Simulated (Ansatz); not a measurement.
# CO2: the cost of one run

Program: Ansatz 0.2.0. Level of theory: DFT LDA, scalar-relativistic, plane waves, PAW. These are calculated values, not measurements.

1 further run of the same task is left out (set aside as unsound or not needed).

### Step 1. The structure to begin with

It takes space group I-42d (No. 122, tetragonal). The conventional cell has a = 4.929 Å, b = 4.929 Å, c = 7.289 Å, α = 90.00°, β = 90.00°, γ = 90.00°. Si (site symmetry -4) has 4 O at 1.61 Å as nearest neighbours. O (site symmetry 2) has 2 Si at 1.61 Å as nearest neighbours.

As a file:

```cif
data_structure
_symmetry_space_group_name_H-M 'P 1'
_symmetry_Int_Tables_number 1
_cell_length_a 5.0427
_cell_length_b 5.0427
_cell_length_c 5.0427
_cell_angle_alpha 121.487
_cell_angle_beta 121.487
_cell_angle_gamma 87.442
_cell_volume 88.54
loop_
_atom_site_label
_atom_site_type_symbol
_atom_site_fract_x
_atom_site_fract_y
_atom_site_fract_z
_atom_site_occupancy
Si1 Si 0.00000 0.00000 0.00000 1
Si2 Si 0.75000 0.25000 0.50000 1
O1 O 0.37500 0.22355 0.34855 1
O2 O 0.97355 0.62500 0.84855 1
O3 O 0.77645 0.12500 0.15145 1
O4 O 0.87500 0.02645 0.65145 1
```

It goes back to an entry of the Materials Project, which need not be the stable form.

This cell was relaxed beforehand with the same method: volume 14.76 Å³/atom, gap on the mesh 5.76 eV.

### Step 2. Si → C: the starting cell

CO2 starts from the relaxed positions of SiO2, with all lengths scaled by 0.911, a guess from tabulated radii.

### Step 3. A first look at the start (CO2)

Input file input.yaml:

```yaml
crystal:
  lattice:
    - [-2.2449486217, 2.2449486217, 3.319814587]
    - [2.2449486217, -2.2449486217, 3.319814587]
    - [2.2449486217, 2.2449486217, -3.319814587]
  atoms:
    - { symbol: C, position: [0.0, 0.0, 0.0] }
    - { symbol: C, position: [0.75, 0.25, 0.5] }
    - { symbol: O, position: [0.375, 0.2235465642, 0.3485465642] }
    - { symbol: O, position: [0.9735465642, 0.625, 0.8485465642] }
    - { symbol: O, position: [0.7764534358, 0.125, 0.1514534358] }
    - { symbol: O, position: [0.875, 0.0264534358, 0.6514534358] }
basis:
  ecutwfc: 420
kpoints:
  mp_grid: { grid: [6, 6, 6] }
hamiltonian:
  xc: lda
scf:
  occupations: { method: gaussian, width: 0.1 }
output:
  forces: true
  stress: true
  eigenvalues: true
```

Command:

```
ansatz run input.yaml --threads 1 --pin off --max-ram 2560MiB --backend cpu --events-out ev --progress --plain --runs-dir out
```

What time and memory should one allow on 1 thread of Arm Neoverse V1, shared host?

About 4.3 s, with a peak of 0.31 GiB.
